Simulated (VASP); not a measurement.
# TiO2 (Anatase) (I4_1/amd) in VASP: a series of runs, part 2 of 2

VASP 6.6.1.

## 5. Relaxation of cell and atoms, r2SCAN

This run uses another cell than the first one, of 11.44 Å³/atom, 1.008 times its volume.

The input, INCAR:

```
PREC = Accurate ; ENCUT = 600
EDIFF = 1E-7 ; ISMEAR = 0
SIGMA = 0.03 ; LREAL = F
LASPH = T ; NELM = 80
ALGO = Normal ; ISIF = 3
LWAVE = F ; LCHARG = F
METAGGA = R2SCAN ; LMIXTAU = T
IBRION = 2 ; NSW = 90
EDIFFG = -0.005 ; KPAR = 2
```

The input, KPOINTS:

```
regular mesh
0
Gamma
  10 10 10
```

The input, POSCAR:

```
TiO2                                    
1.0
   -1.8942179860      1.8942179860      4.7835184693
    1.8942179860     -1.8942179860      4.7835184693
    1.8942179860      1.8942179860     -4.7835184693
  Ti              O             
     2     4
Direct
     1.0000000000000000    1.0000000000000000    0.0000000000000000
     0.7500000000000000    0.2500000000000000    0.5000000000000000
     0.2077008741460202    0.2077008741460202    0.0000000000000000
     0.9577008741460202    0.4577008741460202    0.5000000000000000
     0.5422991258539798    0.0422991258539798    0.5000000000000000
     0.7922991258539798    0.7922991258539798    0.0000000000000000
```

Launch:

```
cat potpaw_PBE.64/Ti_sv/POTCAR potpaw_PBE.64/O/POTCAR > POTCAR
mpirun -np 2 vasp_std > vasp.out
```

Run time: 48 min. Hardware: 2 MPI ranks of Intel Xeon Platinum 8488C (Sapphire Rapids), shared host; peak memory 0.5 GiB.

The run converged. Its results:

| Quantity | Value |
| --- | --- |
| Free energy | -69.8714 eV |
| Relaxed volume | 11.45 Å³/atom |
| Relaxed cell | a = 5.488 Å, b = 5.488 Å, c = 5.488 Å, α = 139.65°, β = 139.65°, γ = 58.39° |
| Space group after relaxing (to 0.05 Å) | I4_1/amd (No. 141) |
| Energy gained by relaxing | 0.0 meV/atom |
| Ionic steps | 7 |
| Pressure after relaxing | 0.0 GPa |
| Band gap on the k mesh | 2.55 eV, indirect (least direct gap 2.88 eV) |

Final structure:
```
CELL_PARAMETERS angstrom
-1.89291 1.89291 4.79136
1.89291 -1.89291 4.79136
1.89291 1.89291 -4.79136
ATOMIC_POSITIONS crystal
Ti 0.00000 0.00000 0.00000
Ti 0.75000 0.25000 0.50000
O 0.20746 0.20746 0.00000
O 0.95746 0.45746 0.50000
O 0.54254 0.04254 0.50000
O 0.79254 0.79254 0.00000
```

Levels at points of the mesh, in eV from the valence-band top:
```csv
k point,band 20,band 21,band 22,band 23,band 24,band 25,band 26,band 27,band 28
"(0.00, 0.00, 0.00)",-0.82,-0.79,-0.79,-0.46,-0.46,2.55,3.26,4.43,4.43
"(0.50, 0.00, 0.00)",-1.99,-1.94,-0.95,-0.87,-0.67,3.66,3.94,3.98,4.04
"(0.50, 0.50, 0.00)",-2.70,-2.07,-2.07,-0.04,-0.04,3.73,3.73,4.19,4.19
"(0.50, 0.50, 0.50)",-1.39,-1.29,-1.29,-0.12,-0.12,2.89,2.89,4.20,4.20
```

Caveat: the PAW data sets were made with another functional, which shifts forces and pressure a little. r2SCAN opens gaps a little over a GGA but as a rule still falls short of measured ones.

## 6. Relaxation of cell and atoms, PBE

The input, INCAR:

```
PREC     = Accurate       # precision mode
ENCUT    = 600            # plane-wave cutoff, eV
EDIFF    = 1E-6           # SCF threshold, eV
ISMEAR   = 0              # smearing method
SIGMA    = 0.03           # smearing width, eV
LREAL    = F              # projectors in reciprocal space
LASPH    = T              # aspherical terms in the spheres
NELM     = 80             # most SCF steps
ALGO     = Normal         # electronic algorithm
ISIF     = 3              # what is computed and relaxed
LWAVE    = F              # write WAVECAR
LCHARG   = F              # write CHGCAR
GGA      = PE             # functional
IBRION   = 2              # ionic algorithm
NSW      = 90             # ionic steps
EDIFFG   = -0.01          # ionic threshold
KPAR     = 2
```

The input, KPOINTS:

```
Automatic mesh
0
Gamma
  10 10 10
```

The input, POSCAR:

```
TiO2
1.0
   -1.8921000000      1.8921000000      4.7573000000
    1.8921000000     -1.8921000000      4.7573000000
    1.8921000000      1.8921000000     -4.7573000000
Ti O
2 4
Direct
    0.0000000000      0.0000000000      0.0000000000
    0.7500000000      0.2500000000      0.5000000000
    0.2081000000      0.2081000000      0.0000000000
    0.9581000000      0.4581000000      0.5000000000
    0.5419000000      0.0419000000      0.5000000000
    0.7919000000      0.7919000000      0.0000000000
```

Potentials or basis: VASP PAW PBE potentials, release 64 (Ti_sv, O).

Launch:

```
cat potpaw_PBE.64/Ti_sv/POTCAR potpaw_PBE.64/O/POTCAR > POTCAR
mpirun -np 2 vasp_std > vasp.out
```

OUTCAR:

```text
PREC = Accurate
   ENCUT = 600
   EDIFF = 1E-6
   ISMEAR = 0
   LREAL = F
   LASPH = T
   NELM = 80
   ISIF = 3
   GGA = PE
   IBRION = 2
   NSW = 90
   EDIFFG = -0.01

 ion  position               nearest neighbor table
   1  0.000  0.000  0.000-   5 1.93   4 1.93   5 1.93   4 1.93   3 1.98   6 1.98
   2  0.750  0.250  0.500-   6 1.93   3 1.93   6 1.93   3 1.93   4 1.98   5 1.98
   3  0.208  0.208  0.000-   2 1.93   2 1.93   1 1.98
   4  0.958  0.458  0.500-   1 1.93   1 1.93   2 1.98
   5  0.542  0.042  0.500-   1 1.93   1 1.93   2 1.98
   6  0.792  0.792  0.000-   2 1.93   2 1.93   1 1.98

  LATTYP: Found a body centered tetragonal cell.
 ALAT       =     3.7842000000
 C/A-ratio  =     2.5142962846

  Lattice vectors:

 A1 = (  -1.8921000000,   1.8921000000,   4.7573000000)
 A2 = (   1.8921000000,  -1.8921000000,   4.7573000000)
 A3 = (   1.8921000000,   1.8921000000,  -4.7573000000)

Analysis of symmetry for initial positions (statically):
=====================================================================
 Subroutine PRICEL returns:
 Original cell was already a primitive cell.

 Routine SETGRP: Setting up the symmetry group for a
 body centered tetragonal supercell.

 Subroutine GETGRP returns: Found 16 space group operations
 (whereof  8 operations were pure point group operations)
 out of a pool of 16 trial point group operations.

The static configuration has the point symmetry D_2d.
 The point group associated with its full space group is D_4h.

Analysis of symmetry for dynamics (positions and initial velocities):
=====================================================================
 Subroutine PRICEL returns:
 Original cell was already a primitive cell.

 Routine SETGRP: Setting up the symmetry group for a
 body centered tetragonal supercell.

 Subroutine GETGRP returns: Found 16 space group operations
 (whereof  8 operations were pure point group operations)
 out of a pool of 16 trial point group operations.

The dynamic configuration has the point symmetry D_2d.
 The point group associated with its full space group is D_4h.

 Subroutine INISYM returns: Found 16 space group operations
 (whereof  8 operations are pure point group operations),
 and found     1 'primitive' translations

----------------------------------------------------------------------------------------

                                     Primitive cell

  volume of cell :      68.1253

  direct lattice vectors                    reciprocal lattice vectors
    -1.892100000  1.892100000  4.757300000     0.000000000  0.264256646  0.105101633
     1.892100000 -1.892100000  4.757300000     0.264256646  0.000000000  0.105101633
     1.892100000  1.892100000 -4.757300000     0.264256646  0.264256646  0.000000000

  length of vectors
     5.458203744  5.458203744  5.458203744     0.284390450  0.284390450  0.373715333

  position of ions in fractional coordinates (direct lattice)
     0.000000000  0.000000000  0.000000000
     0.750000000  0.250000000  0.500000000
     0.208100000  0.208100000  0.000000000
     0.958100000  0.458100000  0.500000000
[... 76 lines left out ...]
   ICHARG =      2    charge: 1-file 2-atom 10-const
   ISPIN  =      1    spin polarized calculation?
   LNONCOLLINEAR =      F non collinear calculations
   LSORBIT =      F    spin-orbit coupling
   LASPH  =      T    aspherical Exc in radial PAW
   ENCUT  =  600.0 eV  44.10 Ry    6.64 a.u.  10.90 10.90 10.90*2*pi/ulx,y,z
   NELM   =     80;   NELMIN=  2; NELMDL= -5     # of ELM steps
   EDIFF  = 0.1E-05   stopping-criterion for ELM
   LREAL  =      F    real-space projection
   EDIFFG = -.1E-01   stopping-criterion for IOM
   NSW    =     90    number of steps for IOM
   IBRION =      2    ionic relax: 0-MD 1-quasi-New 2-CG
   NFREE  =      1    steps in history (QN), initial steepest desc. (CG)
   ISIF   =      3    stress and relaxation
   ISYM   =      2    0-nonsym 1-usesym 2-fastsym
   POTIM  = 0.5000    time-step for ionic-motion
   TEBEG  =    0.0;   TEEND  =   0.0 temperature during run
   PSTRESS=    0.0 pullay stress
   NELECT =      48.0000    total number of electrons
   NUPDOWN=      -1.0000    fix difference up-down
   EMIN   =  10.00;   EMAX   =-10.00  energy-range for DOS
   EFERMI =   0.00;   METHOD = LEGACY
   ISMEAR =     0;   SIGMA  =   0.03  broadening in eV -4-tet -1-fermi 0-gaus
   EFERMI_NEDOS =   21; number of points for ismear=-14 and -15
   IALGO  =     38    algorithm
   IMIX   =      4    mixing-type and parameters
     AMIX     =   0.40;   BMIX     =  1.00
     AMIX_MAG =   1.60;   BMIX_MAG =  1.00
  volume/ion in A,a.u.               =      11.35        76.62
  Fermi-wavevector in a.u.,A,eV,Ry     =   1.456752  2.752862 28.873289  2.122127
  Thomas-Fermi vector in A             =   2.573634
   LORBIT       =      0    0 simple, 1 ext, 2 COOP (PROOUT), +10 PAW based schemes
   GGA     = PE    functional components
   LHFCALC =     F    Hartree Fock is set to
   AEXX    =    0.0000 exact exchange contribution
   IVDW    =     0    specifies the selected vdW correction
   LEPSILON=     F    determine dielectric tensor
   LRPA    =     F    only Hartree local field effects (RPA)
 conjugate gradient relaxation of ions
 non-spin polarized calculation
 Gauss-broadening in eV      SIGMA  =   0.03
  energy-cutoff  :      600.00
  volume of cell :       68.13
 maximum number of plane-waves:      2300
 NGX is ok and might be reduce to    48
   NGX = 21   NGY = 21   NGZ = 21

--------------------------------------- Ionic step        1  -------------------------------------------

 number of electron      47.9999997 magnetization

 Free energy of the ion-electron system (eV)
  ---------------------------------------------------
  ext. energy  EPLUGINS =         0.00000000
  ---------------------------------------------------
  free energy    TOTEN  =       -53.83472548 eV

  energy without entropy =      -53.83472548  energy(sigma->0) =      -53.83472548

------------------------ aborting loop because EDIFF is reached ----------------------------------------

  FORCE on cell =-STRESS in cart. coord.  units (eV):
  Direction    XX          YY          ZZ          XY          YZ          ZX
  --------------------------------------------------------------------------------------
  -------------------------------------------------------------------------------------
  Total        2.2240641      2.2240641      2.8117560      0.0000000      0.0000000      0.0000000
  in kB       52.3057189     52.3057189     66.1271059      0.0000000      0.0000000      0.0000000
  external PRESSURE =      56.9128479 kB  Pullay stress =       0.0000000 kB
[... 101 lines left out ...]
  FREE ENERGIE OF THE ION-ELECTRON SYSTEM (eV)
  ---------------------------------------------------
  free  energy   TOTEN  =       -53.8654694275 eV

  energy  without entropy=      -53.8654694275  energy(sigma->0) =      -53.86546943

[... ionic steps 4 to 7 ...]

--------------------------------------- Ionic step        8  -------------------------------------------

 number of electron      47.9999999 magnetization

------------------------ aborting loop because EDIFF is reached ----------------------------------------
[... 75 lines left out ...]
--------------------------------------- Ionic step       10  -------------------------------------------

 number of electron      47.9999998 magnetization

 Free energy of the ion-electron system (eV)
  ---------------------------------------------------
  ext. energy  EPLUGINS =         0.00000000
  ---------------------------------------------------
  free energy    TOTEN  =       -53.86893187 eV

  energy without entropy =      -53.86893187  energy(sigma->0) =      -53.86893187

 E-fermi :   3.2813     XC(G=0): -10.5821

 val. band max:        3.1237767632   @ k =  -0.4000   0.4000   0.0000
 cond. band min:       5.2292264083   @ k =   0.0000   0.0000   0.0000
 fundamental gap:      2.1054496451
 Fermi energy:         3.2812592485

 k-point     1 :       0.0000    0.0000    0.0000
  band No.  band energies     occupation
      1     -53.3433      2.00000
      2     -53.2928      2.00000
      3     -29.7690      2.00000
      4     -29.5526      2.00000
      5     -29.5526      2.00000
      6     -29.4917      2.00000
[... 733 lines left out ...]
     27       6.5404      0.00000
     28       6.6959      0.00000

 [... further k-points ...]

------------------------ aborting loop because EDIFF is reached ----------------------------------------

  FORCE on cell =-STRESS in cart. coord.  units (eV):
  Direction    XX          YY          ZZ          XY          YZ          ZX
  --------------------------------------------------------------------------------------
  -------------------------------------------------------------------------------------
  Total        0.0228666      0.0228666     -0.0046578      0.0000000     -0.0000000      0.0000000
  in kB        0.5223458      0.5223458     -0.1063998      0.0000000     -0.0000000      0.0000000
  external PRESSURE =       0.3127639 kB  Pullay stress =       0.0000000 kB
[... 21 lines left out ...]
  FREE ENERGIE OF THE ION-ELECTRON SYSTEM (eV)
  ---------------------------------------------------
  free  energy   TOTEN  =       -53.8689318712 eV

  energy  without entropy=      -53.8689318712  energy(sigma->0) =      -53.86893187

 reached required accuracy - stopping structural energy minimisation
```

Wall time 13 min (2 MPI ranks of Intel Xeon 6975P-C (Granite Rapids), shared host); peak memory 0.47 GiB.

What came out:

```
Free energy                            : -53.8689 eV
Relaxed volume                         : 11.69 Å³/atom
Relaxed cell                           : a = 5.548 Å, b = 5.548 Å, c = 5.548 Å, α = 139.92°, β = 139.92°, γ = 57.97°
Space group after relaxing (to 0.05 Å) : I4_1/amd (No. 141)
Energy gained by relaxing              : 5.7 meV/atom
Ionic steps                            : 10
Pressure after relaxing                : 0.0 GPa
Largest force after relaxing           : 0.007 eV/Å
Band gap on the k mesh                 : 2.11 eV, indirect (least direct gap 2.40 eV)
```

Forces on the atoms (eV/Å):
```
Ti   0.000  0.000  0.000
Ti   0.000  0.000  0.000
O    0.000  0.000 -0.007
O    0.000  0.000 -0.007
O    0.000  0.000  0.007
O    0.000  0.000  0.007
```

Step by step:
| step | energy change (eV) | largest force (eV/Å) | pressure (GPa) | volume (Å³) |
| --- | --- | --- | --- | --- |
| 1 | 0.0000 | 0.1231 | 5.69 | 68.13 |
| 2 | 0.0193 | 0.3205 | -6.32 | 72.18 |
| 3 | -0.0307 | 0.0862 | 0.04 | 69.86 |
| 4 | -0.0307 | 0.0821 | 0.11 | 69.83 |
| 5 | -0.0317 | 0.0438 | 0.12 | 69.91 |
| 6 | -0.0323 | 0.0071 | 0.05 | 70.01 |
| 7 | -0.0330 | 0.0001 | -0.08 | 70.08 |
| 8 | -0.0339 | 0.0215 | -0.45 | 70.27 |
| 9 | -0.0341 | 0.0026 | 0.30 | 70.06 |
| 10 | -0.0342 | 0.0066 | 0.03 | 70.14 |

Final structure:
```cif
data_structure
_symmetry_space_group_name_H-M 'P 1'
_symmetry_Int_Tables_number 1
_cell_length_a 5.5477
_cell_length_b 5.5477
_cell_length_c 5.5477
_cell_angle_alpha 139.925
_cell_angle_beta 139.925
_cell_angle_gamma 57.968
_cell_volume 70.14
loop_
_atom_site_label
_atom_site_type_symbol
_atom_site_fract_x
_atom_site_fract_y
_atom_site_fract_z
_atom_site_occupancy
Ti1 Ti 0.00000 0.00000 0.00000 1
Ti2 Ti 0.75000 0.25000 0.50000 1
O1 O 0.20657 0.20657 0.00000 1
O2 O 0.95657 0.45657 0.50000 1
O3 O 0.54343 0.04343 0.50000 1
O4 O 0.79343 0.79343 0.00000 1
```

Levels at points of the mesh, in eV from the valence-band top:
```
           k point  band 22  band 23  band 24  band 25  band 26  band 27
(0.00, 0.00, 0.00)    -0.78    -0.41    -0.41     2.11     2.77     3.95
(0.50, 0.00, 0.00)    -0.87    -0.85    -0.64     3.18     3.45     3.50
(0.50, 0.50, 0.00)    -1.97    -0.04    -0.04     3.20     3.20     3.67
(0.50, 0.50, 0.50)    -1.23    -0.10    -0.10     2.43     2.43     3.68
```
